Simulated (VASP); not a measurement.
Crystal: TiO2.

```xyz
6
Lattice="4.5922 0.0000 0.0000 0.0000 4.5922 0.0000 0.0000 0.0000 2.9420" Properties=species:S:1:pos:R:3 pbc="T T T"
Ti    4.5922    0.0000    0.0000
Ti    2.2961    2.2961    1.4710
O     1.3974    1.3974    0.0000
O     0.8987    3.6935    1.4710
O     3.1948    3.1948    2.9420
O     3.6935    0.8987    1.4710
```

Program: VASP 6.6.1. Alike in all runs: task band structure; potentials or basis VASP PAW PBE potentials, release 64 (Ti_sv, O); no spin polarisation; cell as given; k mesh 6 × 6 × 10; cutoff (eV) 520; smearing gaussian 0.02 eV.

Task: Order these runs on this cell by their band gap on the k mesh, lowest first.
A. level TB-mBJ
B. level r2SCAN
C. level PBEsol

Result: C (1.83 eV), B (2.24 eV), A (2.73 eV).

A k mesh can miss the band edges.

Not every run made on this cell is shown here.
